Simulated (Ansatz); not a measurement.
# HfS2: relaxation

Where does the structure settle? Runs: cell and atoms relaxed (PAW); cell relaxed at 2 GPa (PAW); cell relaxed at 4 GPa (PAW); cell relaxed at 7 GPa (PAW); cell relaxed at 10 GPa (PAW); cell relaxed at 15 GPa (PAW).

Method: DFT PBEsol, frozen-core PAW, scalar-relativistic unless said, in Ansatz 0.2.0.

6 further runs of the same task are left out: 6 set aside as unsound or not needed.

## Step 1: The starting structure

Symmetry: P-3m1, No. 164, trigonal system. The conventional cell has a = 3.640 Å, b = 3.640 Å, c = 6.056 Å, α = 90.00°, β = 90.00°, γ = 120.00°. Hf (site symmetry -3m) is surrounded by 6 S at 2.54 Å. Around S (site symmetry 3m) lie 3 Hf at 2.54 Å.

As a file:

```
CELL_PARAMETERS angstrom
3.63966 0.00000 0.00000
-1.81983 3.15204 0.00000
0.00000 0.00000 6.05556
ATOMIC_POSITIONS crystal
Hf 0.00000 0.00000 0.00000
S 0.66667 0.33333 0.76395
S 0.33333 0.66667 0.23605
```

Cartesian axes are those of the input's lattice vectors. The structure goes back to a database entry.

## Step 2: Cell and atoms relaxed, PAW

input.yaml reads:

```yaml
crystal:
  lattice:
    - [3.63966417999, 0.0, 0.0]
    - [-1.81983209, 3.15204164112, 0.0]
    - [0.0, 0.0, 6.05556247]
  atoms:
    - { symbol: Hf, position: [0.0, 0.0, 0.0] }
    - { symbol: S, position: [0.666666666667, 0.333333333333, 0.76395205] }
    - { symbol: S, position: [0.333333333333, 0.666666666667, 0.23604795] }
kpoints:
  mp_grid: { grid: [10, 10, 6] }
scf:
  occupations: { method: fermi_dirac, width: 0.1 }
hamiltonian:
  xc: pbesol
  pseudopotentials: { kind: paw }
relax:
  f_tol: 0.002
  max_steps: 80
  cell: {}
output:
  forces: true
  stress: true
  write_density: true
  write_potential: true
  elf: true
  volumetric_format: npy
```

Command:

```bash
> ansatz run input.yaml --threads 1 --pin off --max-ram 3072MiB --backend cpu --events-out ev --progress --plain --runs-dir out
```

## Step 4: Cell relaxed at 2 GPa, PAW

input.yaml reads:

```yaml
crystal:
  lattice:
    - [3.59238832573, 0.0, 0.0]
    - [-1.79619416287, 3.11109955034, 0.0]
    - [0.0, 0.0, 5.94527351828]
  atoms:
    - { symbol: Hf, position: [0.0, 0.0, 0.0] }
    - { symbol: S, position: [0.666666666667, 0.333333333333, 0.756170568469] }
    - { symbol: S, position: [0.333333333333, 0.666666666667, 0.243829431531] }
kpoints:
  mp_grid: { grid: [6, 6, 4] }
scf:
  occupations: { method: fixed }
hamiltonian:
  xc: pbesol
  pseudopotentials: { kind: paw }
relax:
  f_tol: 0.002
  max_steps: 80
  cell: { p_target: 2 }
output:
  forces: true
  stress: true
```

## Step 6: Cell relaxed at 4 GPa, PAW

Edit input.yaml of step 4 so:

```diff
@@ -19,3 +19,3 @@
   max_steps: 80
-  cell: { p_target: 2 }
+  cell: { p_target: 4 }
 output:
```

## Step 8: Cell relaxed at 7 GPa, PAW

Edit input.yaml of step 6 so:

```diff
@@ -19,3 +19,3 @@
   max_steps: 80
-  cell: { p_target: 4 }
+  cell: { p_target: 7 }
 output:
```

## Step 10: Cell relaxed at 10 GPa, PAW

Edit input.yaml of step 8 so:

```diff
@@ -19,3 +19,3 @@
   max_steps: 80
-  cell: { p_target: 7 }
+  cell: { p_target: 10 }
 output:
```

## Step 12: Cell relaxed at 15 GPa, PAW

Edit input.yaml of step 10 so:

```diff
@@ -19,3 +19,3 @@
   max_steps: 80
-  cell: { p_target: 10 }
+  cell: { p_target: 15 }
 output:
```

(Steps that only read results are left out.)

Before running it: what results should come out? Wanted: cell; volume.

As calculated:

```
quantity                                                                       value
    cell  a = 3.592 Å, b = 3.592 Å, c = 5.945 Å, α = 90.00°, β = 90.00°, γ = 120.00°
  volume                                                              22.149 Å³/atom
```

What this shows: The volume changes by -4.4 %. Cautions: frozen-core PAW files fitted under PBE, their cores solved anew for the functional of the run; no spin-orbit coupling on heavy atoms; no dispersion correction, so the spacing and stiffness between layers or molecules are poor.
